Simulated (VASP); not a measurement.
# Na (Im-3m) in VASP: settings compared, part 2 of 3

VASP 6.6.1. Earlier steps stand in the parts before.

## 3. Relaxation of cell and atoms, RPBE

INCAR reads:

```
SYSTEM = Na
  PREC = Accurate
  ENCUT = 600
  EDIFF = 1E-7
  ISMEAR = 0
  SIGMA = 0.1
  LREAL = .False.
  LASPH = .True.
  NELM = 100
  ALGO = Fast
  ISIF = 3
  LWAVE = .False.
  LCHARG = .False.
  GGA = RP
  IBRION = 2
  NSW = 90
  EDIFFG = -0.005
```

KPOINTS reads:

```
Automatic mesh
0
Gamma
  14 14 14
  0 0 0
```

POSCAR reads:

```
Na
1.0
   -2.1175000000      2.1175000000      2.1175000000
    2.1175000000     -2.1175000000      2.1175000000
    2.1175000000      2.1175000000     -2.1175000000
Na
1
Direct
    0.0000000000      0.0000000000      0.0000000000
```

Potentials or basis: VASP PAW PBE potentials, release 64 (Na_pv).

The run is started by

```
cat potpaw_PBE.64/Na_pv/POTCAR > POTCAR
mpirun -np 1 vasp_std > vasp.out
```

OUTCAR:

```text
SYSTEM = Na
   PREC = Accurate
   ENCUT = 600
   EDIFF = 1E-7
   ISMEAR = 0
   LREAL = .False.
   LASPH = .True.
   NELM = 100
   ISIF = 3
   GGA = RP
   IBRION = 2
   NSW = 90
   EDIFFG = -0.005

 ion  position               nearest neighbor table
   1  0.000  0.000  0.000-

  LATTYP: Found a body centered cubic cell.
 ALAT       =     4.2350000000

  Lattice vectors:

 A1 = (  -2.1175000000,   2.1175000000,   2.1175000000)
 A2 = (   2.1175000000,  -2.1175000000,   2.1175000000)
 A3 = (   2.1175000000,   2.1175000000,  -2.1175000000)

Analysis of symmetry for initial positions (statically):
=====================================================================
 Subroutine PRICEL returns:
 Original cell was already a primitive cell.

 Routine SETGRP: Setting up the symmetry group for a
 body centered cubic supercell.

 Subroutine GETGRP returns: Found 48 space group operations
 (whereof 48 operations were pure point group operations)
 out of a pool of 48 trial point group operations.

The static configuration has the point symmetry O_h .

Analysis of symmetry for dynamics (positions and initial velocities):
=====================================================================
 Subroutine PRICEL returns:
 Original cell was already a primitive cell.

 Routine SETGRP: Setting up the symmetry group for a
 body centered cubic supercell.

 Subroutine GETGRP returns: Found 48 space group operations
 (whereof 48 operations were pure point group operations)
 out of a pool of 48 trial point group operations.

The dynamic configuration has the point symmetry O_h .

 Subroutine INISYM returns: Found 48 space group operations
 (whereof 48 operations are pure point group operations),
 and found     1 'primitive' translations

----------------------------------------------------------------------------------------

                                     Primitive cell

  volume of cell :      37.9778

  direct lattice vectors                    reciprocal lattice vectors
    -2.117500000  2.117500000  2.117500000     0.000000000  0.236127509  0.236127509
     2.117500000 -2.117500000  2.117500000     0.236127509  0.000000000  0.236127509
     2.117500000  2.117500000 -2.117500000     0.236127509  0.236127509  0.000000000

  length of vectors
     3.667617585  3.667617585  3.667617585     0.333934725  0.333934725  0.333934725

  position of ions in fractional coordinates (direct lattice)
     0.000000000  0.000000000  0.000000000

  ion indices of the primitive-cell ions
   primitive index   ion index
                 1           1

----------------------------------------------------------------------------------------

 KPOINTS: Automatic mesh

Automatic generation of k-mesh.
 Grid dimensions read from file:
 generate k-points for:   14   14   14

 Generating k-lattice:

  Cartesian coordinates                     Fractional coordinates (reciprocal lattice)
     0.000000000  0.016866251  0.016866251     0.071428571  0.000000000  0.000000000
     0.016866251  0.000000000  0.016866251     0.000000000  0.071428571  0.000000000
     0.016866251  0.016866251  0.000000000     0.000000000  0.000000000  0.071428571
[... 45 lines left out ...]
   NGX,Y,Z   is equivalent  to a cutoff of  13.60, 13.60, 13.60 a.u.
   NGXF,Y,Z  is equivalent  to a cutoff of  27.20, 27.20, 27.20 a.u.
 SYSTEM =  Na
   PREC   = accura    normal or accurate (medium, high low for compatibility)
   ISTART =      0    job   : 0-new  1-cont  2-samecut
   ICHARG =      2    charge: 1-file 2-atom 10-const
   ISPIN  =      1    spin polarized calculation?
   LNONCOLLINEAR =      F non collinear calculations
   LSORBIT =      F    spin-orbit coupling
   LASPH  =      T    aspherical Exc in radial PAW
   ENCUT  =  600.0 eV  44.10 Ry    6.64 a.u.   7.33  7.33  7.33*2*pi/ulx,y,z
   NELM   =    100;   NELMIN=  2; NELMDL= -5     # of ELM steps
   EDIFF  = 0.1E-06   stopping-criterion for ELM
   LREAL  =      F    real-space projection
   EDIFFG = -.5E-02   stopping-criterion for IOM
   NSW    =     90    number of steps for IOM
   IBRION =      2    ionic relax: 0-MD 1-quasi-New 2-CG
   NFREE  =      1    steps in history (QN), initial steepest desc. (CG)
   ISIF   =      3    stress and relaxation
   ISYM   =      2    0-nonsym 1-usesym 2-fastsym
   POTIM  = 0.5000    time-step for ionic-motion
   TEBEG  =    0.0;   TEEND  =   0.0 temperature during run
   PSTRESS=    0.0 pullay stress
   NELECT =       7.0000    total number of electrons
   NUPDOWN=      -1.0000    fix difference up-down
   EMIN   =  10.00;   EMAX   =-10.00  energy-range for DOS
   EFERMI =   0.00;   METHOD = LEGACY
   ISMEAR =     0;   SIGMA  =   0.10  broadening in eV -4-tet -1-fermi 0-gaus
   EFERMI_NEDOS =   21; number of points for ismear=-14 and -15
   IALGO  =     68    algorithm
   IMIX   =      4    mixing-type and parameters
     AMIX     =   0.40;   BMIX     =  1.00
     AMIX_MAG =   1.60;   BMIX_MAG =  1.00
  volume/ion in A,a.u.               =      37.98       256.29
  Fermi-wavevector in a.u.,A,eV,Ry     =   0.931674  1.760609 11.810087  0.868017
  Thomas-Fermi vector in A             =   2.058192
   LORBIT       =      0    0 simple, 1 ext, 2 COOP (PROOUT), +10 PAW based schemes
   GGA     = RP    functional components
   LHFCALC =     F    Hartree Fock is set to
   AEXX    =    0.0000 exact exchange contribution
   IVDW    =     0    specifies the selected vdW correction
   LEPSILON=     F    determine dielectric tensor
   LRPA    =     F    only Hartree local field effects (RPA)
 conjugate gradient relaxation of ions
 non-spin polarized calculation
 RMM-DIIS sequential band-by-band and
 Gauss-broadening in eV      SIGMA  =   0.10
  energy-cutoff  :      600.00
  volume of cell :       37.98
 maximum number of plane-waves:      1283
 NGX is ok and might be reduce to    30
   NGX = 15   NGY = 15   NGZ = 15

--------------------------------------- Ionic step        1  -------------------------------------------

 number of electron       7.0000000 magnetization

 Free energy of the ion-electron system (eV)
  ---------------------------------------------------
  ext. energy  EPLUGINS =         0.00000000
  ---------------------------------------------------
  free energy    TOTEN  =        -1.19513557 eV

  energy without entropy =       -1.19207041  energy(sigma->0) =       -1.19360299

------------------------ aborting loop because EDIFF is reached ----------------------------------------

  FORCE on cell =-STRESS in cart. coord.  units (eV):
  Direction    XX          YY          ZZ          XY          YZ          ZX
  --------------------------------------------------------------------------------------
  -------------------------------------------------------------------------------------
  Total        0.0709436      0.0709436      0.0709436      0.0000000     -0.0000000      0.0000000
  in kB        2.9929085      2.9929085      2.9929085      0.0000000     -0.0000000      0.0000000
  external PRESSURE =       2.9929085 kB  Pullay stress =       0.0000000 kB
[... 127 lines left out ...]
--------------------------------------- Ionic step        5  -------------------------------------------

 number of electron       7.0000008 magnetization

 Free energy of the ion-electron system (eV)
  ---------------------------------------------------
  ext. energy  EPLUGINS =         0.00000000
  ---------------------------------------------------
  free energy    TOTEN  =        -1.19648726 eV

  energy without entropy =       -1.19338209  energy(sigma->0) =       -1.19493467

 E-fermi :   0.2343     XC(G=0):  -6.2247

 val. band max:        0.2077653058   @ k =  -0.3571   0.4286   0.1429
 cond. band min:       0.2850132474   @ k =   0.3571   0.0714   0.0714
 fundamental gap:      0.0772479416
 Fermi energy:         0.2342810303

 k-point     1 :       0.0000    0.0000    0.0000
  band No.  band energies     occupation
      1     -24.6910      2.00000
      2     -24.6910      2.00000
      3     -24.6910      2.00000
      4      -2.8806      2.00000
      5      11.6042      0.00000
      6      11.6042      0.00000
      7      11.6042      0.00000
[... 221 lines left out ...]
 k-point    24 :       0.3571    0.2857    0.0000
  band No.  band energies     occupation
      1     -24.7122      2.00000
      2     -24.7079      2.00000
      3     -24.6944      2.00000
      4       1.9034      0.00000
      5       2.2995      0.00000
      6       3.5148      0.00000
      7       7.9420      0.00000

 [... further k-points ...]

------------------------ aborting loop because EDIFF is reached ----------------------------------------

  FORCE on cell =-STRESS in cart. coord.  units (eV):
  Direction    XX          YY          ZZ          XY          YZ          ZX
  --------------------------------------------------------------------------------------
  -------------------------------------------------------------------------------------
  Total       -0.0011289     -0.0011289     -0.0011289      0.0000000      0.0000000      0.0000000
  in kB       -0.0457120     -0.0457120     -0.0457120      0.0000000      0.0000000      0.0000000
  external PRESSURE =      -0.0457120 kB  Pullay stress =       0.0000000 kB
[... 16 lines left out ...]
  FREE ENERGIE OF THE ION-ELECTRON SYSTEM (eV)
  ---------------------------------------------------
  free  energy   TOTEN  =        -1.1964872552 eV

  energy  without entropy=       -1.1933820870  energy(sigma->0) =       -1.19493467

 reached required accuracy - stopping structural energy minimisation
```

OSZICAR:

```text
N       E                     dE             d eps       ncg     rms          rms(c)
DAV:   1     0.216840788598E+02    0.21684E+02   -0.41257E+03  1463   0.914E+02
DAV:   2    -0.737591866227E+00   -0.22422E+02   -0.22418E+02  1505   0.144E+02
DAV:   3    -0.119100179391E+01   -0.45341E+00   -0.45340E+00  1939   0.296E+01
[... 47 lines left out ...]
RMM:   5    -0.119648729320E+01   -0.26006E-06   -0.91951E-05  1464   0.166E-01    0.243E-03
RMM:   6    -0.119648705515E+01    0.23805E-06   -0.97158E-06  1539   0.560E-02    0.128E-03
RMM:   7    -0.119648743146E+01   -0.37631E-06   -0.33689E-06  1482   0.417E-02    0.138E-03
RMM:   8    -0.119648722343E+01    0.20804E-06   -0.12025E-06  1484   0.243E-02    0.536E-04
RMM:   9    -0.119648725518E+01   -0.31759E-07   -0.30674E-07  1254   0.119E-02
   5 F= -.11964873E+01 E0= -.11949347E+01  d E =-.135168E-02
```

Run time: 80 s. Hardware: 1 thread of Intel Xeon Platinum 8375C at 2.90GHz (Ice Lake), shared host; peak memory 0.17 GiB.

What came out:

```yaml
Free_energy: -1.1965 eV
Relaxed_volume: 39.57 Å³/atom
Relaxed_cell: a = 3.718 Å, b = 3.718 Å, c = 3.718 Å, α = 109.47°, β = 109.47°, γ = 109.47°
Space_group_after_relaxing_to_0.05_Å: Im-3m (No. 229)
Energy_gained_by_relaxing: 1.4 meV/atom
Ionic_steps: 5
Pressure_after_relaxing: 0.0 GPa
Band_gap_on_the_k_mesh: none (metal or under the smearing width)
```

The path:
```csv
step,energy change (eV),largest force (eV/Å),pressure (GPa),volume (Å³)
1,0.0000,0.0000,0.30,37.98
2,-0.0006,0.0000,0.21,38.37
3,-0.0013,0.0000,0.09,39.09
4,-0.0007,0.0000,-0.18,40.56
5,-0.0014,0.0000,0.00,39.57
```

Final structure:
```xyz
1
Lattice="-2.1466 2.1466 2.1466 2.1466 -2.1466 2.1466 2.1466 2.1466 -2.1466" Properties=species:S:1:pos:R:3 pbc="T T T"
Na    0.0000    0.0000    0.0000
```

Levels at points of the mesh, in eV from the Fermi level:
```tsv
k point	band 1	band 2	band 3	band 4	band 5	band 6	band 7
(0.00, 0.00, 0.00)	-24.93	-24.93	-24.93	-3.11	11.37	11.37	11.37
(0.50, 0.00, 0.00)	-24.95	-24.93	-24.93	0.75	1.20	7.95	8.82
(0.50, 0.50, 0.50)	-24.95	-24.95	-24.95	4.38	4.38	4.73	4.73
```

Caveat: the PAW data sets were made with another functional, which shifts forces and pressure a little. RPBE and its kin give volumes clearly too large for solids.

## 4. Relaxation of cell and atoms, PBEsol

INCAR reads:

```
SYSTEM = Na
ALGO = Normal
EDIFF = 1E-7
EDIFFG = -0.005
ENCUT = 600
GGA = PS
IBRION = 2
ISIF = 3
ISMEAR = 0
LASPH = .TRUE.
LCHARG = .FALSE.
LREAL = .FALSE.
LWAVE = .FALSE.
NELM = 100
NSW = 90
PREC = Accurate
SIGMA = 0.1
```

KPOINTS reads:

```
k-points
0
G
  14 14 14
  0 0 0
```

POSCAR is that of step 3.

Potentials or basis: VASP PAW PBE potentials, release 64 (Na_pv).

The run is started by

```
cat potpaw_PBE.64/Na_pv/POTCAR > POTCAR
mpirun -np 1 vasp_std > vasp.out
```

OUTCAR:

```text
SYSTEM = Na
   EDIFF = 1E-7
   EDIFFG = -0.005
   ENCUT = 600
   GGA = PS
   IBRION = 2
   ISIF = 3
   ISMEAR = 0
   LASPH = .TRUE.
   LREAL = .FALSE.
   NELM = 100
   NSW = 90
   PREC = Accurate

 ion  position               nearest neighbor table
   1  0.000  0.000  0.000-

  LATTYP: Found a body centered cubic cell.
 ALAT       =     4.2350000000

  Lattice vectors:

 A1 = (  -2.1175000000,   2.1175000000,   2.1175000000)
 A2 = (   2.1175000000,  -2.1175000000,   2.1175000000)
 A3 = (   2.1175000000,   2.1175000000,  -2.1175000000)

Analysis of symmetry for initial positions (statically):
=====================================================================
 Subroutine PRICEL returns:
 Original cell was already a primitive cell.

 Routine SETGRP: Setting up the symmetry group for a
 body centered cubic supercell.

 Subroutine GETGRP returns: Found 48 space group operations
 (whereof 48 operations were pure point group operations)
 out of a pool of 48 trial point group operations.

The static configuration has the point symmetry O_h .

Analysis of symmetry for dynamics (positions and initial velocities):
=====================================================================
 Subroutine PRICEL returns:
 Original cell was already a primitive cell.

 Routine SETGRP: Setting up the symmetry group for a
 body centered cubic supercell.

 Subroutine GETGRP returns: Found 48 space group operations
 (whereof 48 operations were pure point group operations)
 out of a pool of 48 trial point group operations.

The dynamic configuration has the point symmetry O_h .

 Subroutine INISYM returns: Found 48 space group operations
 (whereof 48 operations are pure point group operations),
 and found     1 'primitive' translations

[... 127 lines left out ...]
  volume of cell :       37.98
 maximum number of plane-waves:      1283
 NGX is ok and might be reduce to    30
   NGX = 15   NGY = 15   NGZ = 15

--------------------------------------- Ionic step        1  -------------------------------------------

 number of electron       7.0000000 magnetization

 Free energy of the ion-electron system (eV)
  ---------------------------------------------------
  ext. energy  EPLUGINS =         0.00000000
  ---------------------------------------------------
  free energy    TOTEN  =        -1.39872416 eV

  energy without entropy =       -1.39566534  energy(sigma->0) =       -1.39719475

------------------------ aborting loop because EDIFF is reached ----------------------------------------

  FORCE on cell =-STRESS in cart. coord.  units (eV):
  Direction    XX          YY          ZZ          XY          YZ          ZX
  --------------------------------------------------------------------------------------
  -------------------------------------------------------------------------------------
  Total       -0.0799745     -0.0799745     -0.0799745      0.0000000      0.0000000      0.0000000
  in kB       -3.3738993     -3.3738993     -3.3738993      0.0000000      0.0000000      0.0000000
  external PRESSURE =      -3.3738993 kB  Pullay stress =       0.0000000 kB
[... 57 lines left out ...]
--------------------------------------- Ionic step        3  -------------------------------------------

 number of electron       6.9999991 magnetization

 Free energy of the ion-electron system (eV)
  ---------------------------------------------------
  ext. energy  EPLUGINS =         0.00000000
  ---------------------------------------------------
  free energy    TOTEN  =        -1.40064723 eV

  energy without entropy =       -1.39763272  energy(sigma->0) =       -1.39913998

 E-fermi :   0.3436     XC(G=0):  -6.5608

 val. band max:        0.3165919071   @ k =  -0.3571   0.4286   0.1429
 cond. band min:       0.3979105726   @ k =   0.3571   0.0714   0.0714
 fundamental gap:      0.0813186655
 Fermi energy:         0.3435930670

 k-point     1 :       0.0000    0.0000    0.0000
  band No.  band energies     occupation
      1     -24.3979      2.00000
      2     -24.3979      2.00000
      3     -24.3979      2.00000
      4      -2.9556      2.00000
      5      12.2488      0.00000
      6      12.2488      0.00000
      7      12.2488      0.00000
[... 221 lines left out ...]
 k-point    24 :       0.3571    0.2857    0.0000
  band No.  band energies     occupation
      1     -24.4276      2.00000
      2     -24.4216      2.00000
      3     -24.4027      2.00000
      4       2.0921      0.00000
      5       2.5221      0.00000
      6       3.8343      0.00000
      7       8.5069      0.00000

 [... further k-points ...]

------------------------ aborting loop because EDIFF is reached ----------------------------------------

  FORCE on cell =-STRESS in cart. coord.  units (eV):
  Direction    XX          YY          ZZ          XY          YZ          ZX
  --------------------------------------------------------------------------------------
  -------------------------------------------------------------------------------------
  Total       -0.0039651     -0.0039651     -0.0039651     -0.0000000     -0.0000000      0.0000000
  in kB       -0.1752646     -0.1752646     -0.1752646     -0.0000000     -0.0000000      0.0000000
  external PRESSURE =      -0.1752646 kB  Pullay stress =       0.0000000 kB
[... 16 lines left out ...]
  FREE ENERGIE OF THE ION-ELECTRON SYSTEM (eV)
  ---------------------------------------------------
  free  energy   TOTEN  =        -1.4006472348 eV

  energy  without entropy=       -1.3976327242  energy(sigma->0) =       -1.39913998

 reached required accuracy - stopping structural energy minimisation
```

CONTCAR:

```text
Na
   1.00000000000000
    -2.0848211784853392    2.0848211784853392    2.0848211784853392
     2.0848211784853392   -2.0848211784853392    2.0848211784853392
     2.0848211784853392    2.0848211784853392   -2.0848211784853392
  Na
     1
Direct
     0.0000000000000000    0.0000000000000000    0.0000000000000000

  0.00000000E+00  0.00000000E+00  0.00000000E+00
```

Run time: 58 s. Hardware: 1 thread of Intel Xeon Platinum 8488C (Sapphire Rapids), shared host; peak memory 0.17 GiB.

What came out:

| Property | Result |
| --- | --- |
| Free energy | -1.4006 eV |
| Relaxed volume | 36.25 Å³/atom |
| Relaxed cell | a = 3.611 Å, b = 3.611 Å, c = 3.611 Å, α = 109.47°, β = 109.47°, γ = 109.47° |
| Space group after relaxing (to 0.05 Å) | Im-3m (No. 229) |
| Energy gained by relaxing | 1.9 meV/atom |
| Ionic steps | 3 |
| Pressure after relaxing | 0.0 GPa |
| Band gap on the k mesh | none (metal or under the smearing width) |

The path:
| step | energy change (eV) | largest force (eV/Å) | pressure (GPa) | volume (Å³) |
| --- | --- | --- | --- | --- |
| 1 | 0.0000 | 0.0000 | -0.34 | 37.98 |
| 2 | -0.0008 | 0.0000 | -0.26 | 37.54 |
| 3 | -0.0019 | 0.0000 | -0.02 | 36.25 |

Final structure:
```xyz
1
Lattice="-2.0848 2.0848 2.0848 2.0848 -2.0848 2.0848 2.0848 2.0848 -2.0848" Properties=species:S:1:pos:R:3 pbc="T T T"
Na    0.0000    0.0000    0.0000
```

Caveat: the PAW data sets were made with another functional, which shifts forces and pressure a little.

[end of part 2 of 3]
